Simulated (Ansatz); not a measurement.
The system is BaTiO3.

```
Ba Ti O
1.0
    -2.82767   -1.63255   -2.31773
     2.82767   -4.89766    0.00000
    -2.82767   -1.63255    4.63546
Ba Ti O
2 2 6
Direct
  0.01575 0.99511 0.97326
  0.98425 0.50489 0.52674
  0.50386 0.98954 0.50362
  0.46814 0.51046 0.02438
  0.53055 0.23162 0.73316
  0.48625 0.75828 0.23994
  0.47922 0.75734 0.73348
  0.53758 0.25276 0.23962
  0.99089 0.02893 0.47950
  0.04611 0.47107 0.00370
```

Base run:

```yaml
Program: Ansatz 0.2.0
Functional: PBE
Potentials_or_basis: Ansatz PAW
Cutoff: "420 eV (not typed: the program's choice for these potentials)"
k_mesh: 12 × 8 × 8
Occupations: fermi-dirac, width 0.05 eV
Spin: no spin polarisation
```

Its results: band gap on the k mesh 2.24 eV, indirect (least direct gap 2.35 eV); pressure 8.5 GPa; largest force 3.229 eV/Å.

Problem. The run is repeated on the same cell with these changes: cutoff from 420 eV (not typed: the program's choice for these potentials) to 250 eV; k mesh from 12 × 8 × 8 to 7 × 5 × 5. What comes out?

Solution. Band gap on the k mesh 2.24 eV, indirect (least direct gap 2.34 eV); pressure 6.3 GPa; largest force 3.594 eV/Å.

Caveats: spin-orbit coupling is left out, which moves the levels of the heavy elements; forces of over 1 eV/Å show positions far from the minimum, so gaps and moduli don't describe the material at rest; odd divisions of the mesh miss points on the zone boundary, where band edges often lie, so the gap on the mesh can be too wide (some runs); the pressure holds a Pulay correction of +73.2 GPa for the finite cutoff (some runs); the cutoff lies under the one recommended for these potentials (some runs).

A k mesh can miss the band edges.
